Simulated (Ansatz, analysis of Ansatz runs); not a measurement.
# A hop of Na in LaOF (R-3m), charge +1

Aim: the barrier of one jump in LaOF (R-3m) at charge +1: Na_i hop between interstitial places. The model is a cell of 36 host atoms with 1 Na put in; Na is the atom that moves.

Method: plane-wave PAW DFT, PBEsol; nudged elastic band between two relaxed defect structures at fixed charge in a uniform background, in Ansatz 0.2.0.

Most raw output is cut from this account.

## (1) Set-up

The cell holds 37 atoms: 12 La, 12 O, 12 F and 1 Na. Cell: a = 8.026 Å, b = 12.040 Å, c = 7.079 Å, α = 73.5°, β = 73.5°, γ = 60.0°. It derives from LaOF (space group R-3m). Nearest the centre at fractional (0.750, 0.333, 0.500): F29 at 1.38 Å, F24 at 1.38 Å, Na37 at 2.01 Å, La25 at 2.17 Å, La20 at 2.17 Å, F12 at 3.16 Å, F11 at 3.16 Å, F5 at 3.16 Å. The cell carries charge +1.

The cell's shortest repeat is 7.1 Å.

## (2) Relaxation of the start point, charge +1

A barrier is counted from a minimum, so both ends are relaxed first. Small random displacements break the symmetry of the ideal sites, so that the defect can distort if it gains by it. The charge of +1 is set by the electron count, and a uniform background keeps the cell neutral.

Input file qp1.start/input.yaml:

```yaml
crystal:
  lattice:
    - [-4.01323029, 6.95111876, 0.0]
    - [-12.03969086, 0.0, 0.0]
    - [-2.00661514, 1.15851979, 6.68937331]
  atoms:
    - { symbol: La, position: [0.12912111, 0.08608074, 0.22527337] }
    - { symbol: La, position: [0.37087889, 0.2472526, 0.77472663] }
    - { symbol: O, position: [0.1884472, 0.12563147, 0.86931681] }
    - { symbol: O, position: [0.3115528, 0.20770187, 0.13068319] }
    - { symbol: F, position: [0.06449263, 0.04299509, 0.6130442] }
    - { symbol: F, position: [0.43550737, 0.29033824, 0.3869558] }
    - { symbol: La, position: [0.12912111, 0.41941407, 0.22527337] }
    - { symbol: La, position: [0.37087889, 0.58058593, 0.77472663] }
[... 25 atom lines left out ...]
    - { symbol: O, position: [0.8115528, 0.87436853, 0.13068319] }
    - { symbol: F, position: [0.56449263, 0.70966176, 0.6130442] }
    - { symbol: F, position: [0.93550737, 0.95700491, 0.3869558] }
    - { symbol: Na, position: [0.75, 0.5, 0.5] }
total_charge: 1
basis:
  ecutwfc: 420
  xc_grid: 2
hamiltonian:
  xc: pbesol
kpoints:
  mp_grid: { grid: [1, 1, 1] }
scf:
  occupations: { method: fixed }
  max_iter: 80
output:
  forces: true
relax:
  f_tol: 0.02
  max_steps: 70
  random_displacement: { amplitude: 0.03, seed: 3396 }
```

The run is started by

```bash
$ ansatz run input.yaml --threads 4 --pin off --max-ram 7536MiB --backend cpu --events-out ev --progress --plain --runs-dir out
```

The job ended after 16 s (4 threads of Intel Xeon 6975P-C (Granite Rapids), shared host; peak memory 0.77 GiB).

The steps of the relaxation:

```tsv
step	energy less that of the first step (eV)	largest force component (eV/Å)
1	0.0000	1.8631
2	-0.2694	1.6586
3	-0.1819	1.2094
4	-0.8275	0.1899
5	-0.7121	0.4838
6	-0.8433	0.0473
7	-0.8420	0.0840
8	-0.8451	0.0204
9	-0.8445	0.0346
10	-0.8453	0.0061
```

Relaxation steps 3, 5, 7, 9 were tried and not accepted.

The atoms that moved most (Å, from the sites as typed, ahead of the random displacement, the mean shift of all atoms taken out):

```tsv
atom	dx	dy	dz	length
La25	0.073	-0.024	-0.083	0.114
La26	-0.073	0.024	0.084	0.114
La8	-0.034	-0.089	0.033	0.101
La7	0.034	0.089	-0.032	0.101
La31	-0.066	-0.045	-0.042	0.090
La20	0.065	0.045	0.041	0.090
O27	0.018	0.010	-0.068	0.071
O28	-0.017	-0.010	0.068	0.071
```

The relaxed structure:

```xyz
37
Lattice="-4.0132 6.9511 0.0000 -12.0397 0.0000 0.0000 -2.0066 1.1585 6.6894" Properties=species:S:1:pos:R:3 pbc="T T T"
La   -1.9974    1.1694    1.5112
La   -6.0283    3.4862    5.1626
O    -4.0035    2.3428    5.8154
O    -4.0132    2.3231    0.8584
F    -2.0063    1.1581    4.0851
F    -6.0271    3.4904    2.5845
La   -5.9885    1.2489    1.4724
La  -10.0703    3.3873    5.2128
O    -8.0168    2.3334    5.8186
O    -8.0423    2.3029    0.8668
F    -6.0208    1.1012    4.0756
F   -10.0388    3.5353    2.6095
La  -10.0308    1.1502    1.5224
La  -14.0616    3.4670    5.1736
O   -12.0457    2.3131    5.8266
O   -12.0555    2.2936    0.8694
F   -10.0314    1.1461    4.1002
F   -14.0525    3.4788    2.5994
La   -3.9865    4.6482    1.5199
La   -7.9641    6.9977    5.2217
O    -6.0068    5.7999    5.8153
O    -6.0161    5.7928    0.8695
F    -4.0154    4.6261    4.0912
F    -8.0885    6.9201    2.6051
La   -7.9563    4.6114    1.4212
La  -12.1159    6.9759    5.2638
O   -10.0186    5.8037    5.7449
O   -10.0536    5.7836    0.9398
F    -8.0709    4.6563    4.0640
F   -12.0013    6.9305    2.6207
La  -12.1086    4.5898    1.4631
La  -16.0860    6.9394    5.1649
O   -14.0565    5.7949    5.8155
O   -14.0659    5.7876    0.8692
F   -11.9841    4.6673    4.0804
F   -16.0566    6.9615    2.5937
Na  -10.0365    5.7932    3.3425
```

Neighbours of Na37 at the end:

```tsv
atom	distance (Å)
F35	2.368
F24	2.368
F12	2.374
F11	2.375
F30	2.382
F29	2.383
O27	2.402
O28	2.403
```

Numbers from this step:

```yaml
free_energy: -91832.2240 eV
largest_move_from_the_ideal_geometry_of_this_structure_a_common_shift_of_the_far_atoms_taken_out: 0.1136 Å
```

The relaxation gained 0.845 eV and ended with a largest force component of 0.0061 eV/Å.

## (3) Relaxation of the end point, charge +1

The end point is relaxed in the same cell and settings, so that the two energies compare.

Input file qp1.end/input.yaml:

```yaml
crystal:
  lattice:
    - [-4.01323029, 6.95111876, 0.0]
    - [-12.03969086, 0.0, 0.0]
    - [-2.00661514, 1.15851979, 6.68937331]
  atoms:
    - { symbol: La, position: [0.12912111, 0.08608074, 0.22527337] }
    - { symbol: La, position: [0.37087889, 0.2472526, 0.77472663] }
[... 2 atom lines left out ...]
    - { symbol: F, position: [0.06449263, 0.04299509, 0.6130442] }
    - { symbol: F, position: [0.43550737, 0.29033824, 0.3869558] }
[... 4 atom lines left out ...]
    - { symbol: F, position: [0.06449263, 0.37632842, 0.6130442] }
    - { symbol: F, position: [0.43550737, 0.62367158, 0.3869558] }
[... 7 atom lines left out ...]
    - { symbol: La, position: [0.87087889, 0.2472526, 0.77472663] }
[... 1 atom line left out ...]
    - { symbol: O, position: [0.8115528, 0.20770187, 0.13068319] }
[... 1 atom line left out ...]
    - { symbol: F, position: [0.93550737, 0.29033824, 0.3869558] }
    - { symbol: La, position: [0.62912111, 0.41941407, 0.22527337] }
[... 1 atom line left out ...]
    - { symbol: O, position: [0.6884472, 0.4589648, 0.86931681] }
    - { symbol: O, position: [0.8115528, 0.5410352, 0.13068319] }
    - { symbol: F, position: [0.56449263, 0.37632842, 0.6130442] }
[... 7 atom lines left out ...]
    - { symbol: Na, position: [0.75, 0.1667, 0.5] }
total_charge: 1
basis:
  ecutwfc: 420
  xc_grid: 2
hamiltonian:
  xc: pbesol
kpoints:
  mp_grid: { grid: [1, 1, 1] }
scf:
  occupations: { method: fixed }
  max_iter: 80
output:
  forces: true
relax:
  f_tol: 0.02
  max_steps: 70
  random_displacement: { amplitude: 0.03, seed: 3396 }
```

The job ended after 12 s (4 threads; peak memory 0.77 GiB; 39 s of CPU time).

Relaxation path:

```tsv
step	energy less that of the first step (eV)	largest force component (eV/Å)
1	0.0000	1.8424
2	-0.3406	1.6000
3	-0.3463	0.9523
4	-0.8530	0.3165
5	-0.8940	0.1146
6	-0.9058	0.0596
7	-0.9094	0.0311
8	-0.9103	0.0106
```

The atoms that moved most (Å, from the sites as typed, ahead of the random displacement, the mean shift of all atoms taken out):

```tsv
atom	dx	dy	dz	length
La20	-0.073	0.025	0.084	0.114
La19	0.073	-0.025	-0.084	0.114
La1	0.033	0.089	-0.032	0.101
La2	-0.034	-0.089	0.032	0.101
La32	0.067	0.045	0.041	0.091
La25	-0.067	-0.045	-0.041	0.091
O22	-0.017	-0.008	0.069	0.071
O21	0.017	0.008	-0.069	0.071
```

Neighbours of Na37 at the end:

```tsv
atom	distance (Å)
F29	2.371
F36	2.371
F6	2.376
F5	2.376
F23	2.382
F24	2.383
O22	2.402
O21	2.402
```

Read from the output:

- free energy: -91832.2239 eV
- largest move from the ideal geometry of this structure, a common shift of the far atoms taken out: 0.1142 Å

The relaxation gained 0.910 eV and ended with a largest force component of 0.011 eV/Å. The end lies within 1 meV of the start.

## (4) Nudged elastic band, charge +1

3 movable images are laid between the ends on a pair-potential path, which keeps atoms from colliding in the first guess. Each image feels the true force across the path and a spring force along it. The highest image is set to climb to the top of the path.

This step: plane-wave PAW DFT, PBEsol; nudged elastic band between two relaxed defect structures at fixed charge in a uniform background.

Input file qp1.neb/input.yaml:

```yaml
crystal:
  lattice:
    - [-4.01323029, 6.95111876, 0.0]
    - [-12.03969086, 0.0, 0.0]
    - [-2.00661514, 1.15851979, 6.68937331]
  atoms:
    - { symbol: La, position: [0.13057784, 0.08472454, 0.22590794] }
    - { symbol: La, position: [0.37290374, 0.24777384, 0.77175684] }
    - { symbol: O, position: [0.1921484, 0.12358697, 0.86934921] }
    - { symbol: O, position: [0.31281531, 0.20767174, 0.12831991] }
    - { symbol: F, position: [0.06483214, 0.0432498, 0.61068471] }
    - { symbol: F, position: [0.43773493, 0.29029434, 0.3863643] }
    - { symbol: La, position: [0.14298665, 0.41304761, 0.22011036] }
    - { symbol: La, position: [0.35742526, 0.58740641, 0.77926997] }
    - { symbol: O, position: [0.19072374, 0.45731692, 0.86982093] }
    - { symbol: O, position: [0.30970528, 0.54314713, 0.12957797] }
    - { symbol: F, position: [0.05687448, 0.37957619, 0.6092636] }
    - { symbol: F, position: [0.44358284, 0.62093219, 0.39009755] }
    - { symbol: La, position: [0.12754168, 0.75270095, 0.22758578] }
    - { symbol: La, position: [0.36986905, 0.91574702, 0.77341202] }
    - { symbol: O, position: [0.18760147, 0.79279642, 0.87102611] }
    - { symbol: O, position: [0.30829364, 0.87688603, 0.12996835] }
    - { symbol: F, position: [0.06271798, 0.71012885, 0.6129434] }
    - { symbol: F, position: [0.43570455, 0.95718206, 0.38858159] }
    - { symbol: La, position: [0.63083023, 0.08296349, 0.22721301] }
    - { symbol: La, position: [0.87659945, 0.23918725, 0.78059423] }
    - { symbol: O, position: [0.68950033, 0.12419387, 0.86933427] }
    - { symbol: O, position: [0.81169116, 0.20746026, 0.12998473] }
    - { symbol: F, position: [0.56359056, 0.04372044, 0.61159471] }
    - { symbol: F, position: [0.93063081, 0.29670113, 0.38944104] }
    - { symbol: La, position: [0.62799807, 0.4160963, 0.21246138] }
    - { symbol: La, position: [0.87241173, 0.58438082, 0.78688823] }
    - { symbol: O, position: [0.69179266, 0.45839964, 0.85881346] }
    - { symbol: O, position: [0.80862138, 0.54208065, 0.14049885] }
    - { symbol: F, position: [0.56861327, 0.37956237, 0.60753203] }
    - { symbol: F, position: [0.93174095, 0.62093761, 0.39176951] }
    - { symbol: La, position: [0.62384486, 0.76131969, 0.21871359] }
    - { symbol: La, position: [0.86962481, 0.91752392, 0.77210361] }
    - { symbol: O, position: [0.68877279, 0.79302841, 0.86935987] }
    - { symbol: O, position: [0.81095328, 0.87632265, 0.12994482] }
    - { symbol: F, position: [0.56978107, 0.70379688, 0.60997721] }
    - { symbol: F, position: [0.93687293, 0.95672794, 0.38773436] }
    - { symbol: Na, position: [0.75014492, 0.50029298, 0.49967767] }
total_charge: 1
basis:
  ecutwfc: 420
  xc_grid: 2
hamiltonian:
  xc: pbesol
kpoints:
  mp_grid: { grid: [1, 1, 1] }
scf:
  occupations: { method: fixed }
  max_iter: 80
output:
  forces: true
neb:
  images: 3
  f_tol: 0.05
  climbing: true
  initial_path: idpp
  max_iterations: 45
  order_check: false
  final_atoms:
    - { symbol: La, position: [0.14194641, 0.08105271, 0.22142466] }
    - { symbol: La, position: [0.35643855, 0.25526921, 0.78049092] }
[... 2 atom lines left out ...]
    - { symbol: F, position: [0.05597972, 0.04738899, 0.61068604] }
    - { symbol: F, position: [0.44238143, 0.28890734, 0.39127569] }
[... 4 atom lines left out ...]
    - { symbol: F, position: [0.06165574, 0.37806202, 0.61412877] }
    - { symbol: F, position: [0.43436383, 0.62519158, 0.38961824] }
[... 7 atom lines left out ...]
    - { symbol: La, position: [0.87156075, 0.2522206, 0.78823012] }
[... 1 atom line left out ...]
    - { symbol: O, position: [0.80789017, 0.20980701, 0.14191202] }
[... 1 atom line left out ...]
    - { symbol: F, position: [0.93071419, 0.28886725, 0.39314421] }
    - { symbol: La, position: [0.62277743, 0.42929196, 0.22007512] }
[... 1 atom line left out ...]
    - { symbol: O, position: [0.68795474, 0.46080887, 0.87098687] }
    - { symbol: O, position: [0.80996813, 0.54426287, 0.13151479] }
    - { symbol: F, position: [0.56854855, 0.37193729, 0.61131386] }
[... 7 atom lines left out ...]
    - { symbol: Na, position: [0.74916148, 0.16816027, 0.50092518] }
```

It took 69 s on 4 threads; peak memory 1.6 GiB; 3.4 min of CPU time.

Images along the path:

```tsv
image	path (Å)	energy (eV)	Na37: x, y, z (Å)
0	0.000	0.0000	-10.037, 5.793, 3.343
1	1.372	1.3516	-9.281, 6.051, 3.144
2	2.745	2.7907	-8.168, 6.279, 2.742
3	4.228	1.4254	-6.879, 6.109, 3.145
4	5.711	0.0001	-6.036, 5.788, 3.351
```

This step gave:

```
free energy      : -91829.4334 eV
barrier forward  : 2.791 eV
barrier backward : 2.791 eV
end less start   : 1.06e-4 eV
hop length       : 4.000 Å
```

Track of the atom that was set to move:

```tsv
image	x (Å)	y (Å)	z (Å)	nearest neighbour	distance (Å)
0	-10.04	5.793	3.343	F	2.368
1	-9.281	6.051	3.144	F	2.089
2	-8.168	6.279	2.742	F	1.984
3	-6.879	6.109	3.145	F	2.07
4	-6.036	5.788	3.351	F	2.371
```

The band met its tolerance of 0.05 eV/Å after 13 iterations, with image 2 on top (the start counts as 0). Na37, which moves farthest between the ends, has 6 F at 2.37 Å and 2 O at 2.40 Å nearest at the start and 2 F at 1.98 to 2.07 Å at the top. In at least one step between neighbouring images a covalent bond changes partner or an atom goes far. The images sample such a step coarsely, so the top may lie higher.

## (5) Single point at the start point, PBEsol, denser k-mesh

Three single points on a mesh of more k-points (start, top, end) test the sampling. The start is shown; top and end are run alike.

This step: plane-wave PAW DFT, PBEsol; single point of a defect supercell on a structure of the PBEsol path.

Input file qp1.start.mesh/input.yaml:

```yaml
crystal:
  lattice:
    - [-4.01323029, 6.95111876, 0.0]
    - [-12.03969086, 0.0, 0.0]
    - [-2.00661514, 1.15851979, 6.68937331]
  atoms:
    - { symbol: La, position: [0.13057784, 0.08472454, 0.22590794] }
    - { symbol: La, position: [0.37290374, 0.24777384, 0.77175684] }
[... 2 atom lines left out ...]
    - { symbol: F, position: [0.06483214, 0.0432498, 0.61068471] }
    - { symbol: F, position: [0.43773493, 0.29029434, 0.3863643] }
[... 4 atom lines left out ...]
    - { symbol: F, position: [0.05687448, 0.37957619, 0.6092636] }
    - { symbol: F, position: [0.44358284, 0.62093219, 0.39009755] }
[... 7 atom lines left out ...]
    - { symbol: La, position: [0.87659945, 0.23918725, 0.78059423] }
[... 1 atom line left out ...]
    - { symbol: O, position: [0.81169116, 0.20746026, 0.12998473] }
[... 1 atom line left out ...]
    - { symbol: F, position: [0.93063081, 0.29670113, 0.38944104] }
    - { symbol: La, position: [0.62799807, 0.4160963, 0.21246138] }
[... 1 atom line left out ...]
    - { symbol: O, position: [0.69179266, 0.45839964, 0.85881346] }
    - { symbol: O, position: [0.80862138, 0.54208065, 0.14049885] }
    - { symbol: F, position: [0.56861327, 0.37956237, 0.60753203] }
[... 7 atom lines left out ...]
    - { symbol: Na, position: [0.75014492, 0.50029298, 0.49967767] }
total_charge: 1
basis:
  ecutwfc: 420
  xc_grid: 2
hamiltonian:
  xc: pbesol
kpoints:
  mp_grid: { grid: [2, 2, 2], shift: [0.5, 0.5, 0.5] }
scf:
  occupations: { method: fixed }
  max_iter: 80
output:
  forces: true
  eigenvalues: true
checkpoint:
  write: "../qp1.start.mesh.run"
  compress: false
  write_wavefunctions: false
  write_every: 100000
```

Wall time 12 s (4 threads); peak memory 2.2 GiB.

Numbers from this step:

- free energy: -91832.9868 eV

## (6) Barrier from single points, PBEsol, denser k-mesh

Analysis of the runs above: barrier from PBEsol single points on the PBEsol path.

It gives:

```yaml
barrier_forward: 2.835 eV
barrier_backward: 2.836 eV
end_less_start: -0.001381 eV
```

This gives 2.835 eV against the band's 2.791 eV (backward 2.836 against 2.791 eV), so the sampling was enough for this path.

## (7) Results

| Item | Value |
| --- | --- |
| barrier forward | 2.79 eV (in doubt, see below) |
| barrier backward | 2.79 eV |
| end less start | 0.00 eV |
| hop length | 4.00 Å |
| band iterations, as the log counts them | 13 |
| barrier from single points, PBEsol, denser k-mesh | 2.83 eV (in doubt, see below) |

In words: The top of the band lies 2.79 eV above the start and 2.79 eV above the end, which are alike in energy and neighbours. In at least one step between neighbouring images a covalent bond changes partner or an atom goes far. The images sample such a step coarsely, so the top may lie higher. At the top Na37 stands 1.98 Å from its nearest F, 0.38 Å closer than at the start. The order of the top as a saddle was not checked for all atoms, so a bent path could be lower. No image-charge correction is applied; it largely cancels along a path if the charge stays localised alike. What this leaves open: periodic copies of the defect are only 7.1 Å apart; spin–orbit coupling, which can matter with heavy atoms, is left out.

[Logs are printed without paths, hosts, clocks, repeated set-up lines and the standing remarks that a program may print on its own settings, such as how far it seeks lower states.]

[Hosts, paths, dates, database ids (printed as entryN), source tags and the programs' standing remarks are cut or masked in the printed files.]
